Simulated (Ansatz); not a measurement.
The system is NbP.

```
CELL_PARAMETERS angstrom
-1.67492 1.67492 5.74011
1.67492 -1.67492 5.74011
1.67492 1.67492 -5.74011
ATOMIC_POSITIONS crystal
Nb 0.24988 0.74988 0.50000
Nb 0.49988 0.49988 0.00000
P 0.83275 0.33275 0.50000
P 0.08275 0.08275 0.00000
```

The cell is a database's computed one.

Base run:

* Program: Ansatz 0.2.0
* Functional: LDA
* Potentials or basis: Ansatz PAW
* Cutoff: 420 eV (not typed: the program's choice for these potentials)
* k mesh: 11 × 11 × 11
* Occupations: fermi-dirac, width 0.05 eV
* Spin: no spin polarisation
* Hubbard terms: Nb d U = 5 eV

Its results: band gap on the k mesh none (metal or under the smearing width); pressure -7.1 GPa; largest force 0.013 eV/Å.

Task: The run is repeated on the same cell with these changes: hubbard terms from Nb d U = 5 eV to Nb d U = 1 eV. What comes out?

Result: Band gap on the k mesh none (metal or under the smearing width); pressure -9.0 GPa; largest force 0.014 eV/Å.

Caveats: U without spin polarisation on a metal has little footing; the PAW data sets come from PBE, with cores solved anew for the run's functional, which leaves a small shift of forces and pressure; the U is typed as a test and isn't derived for this compound.
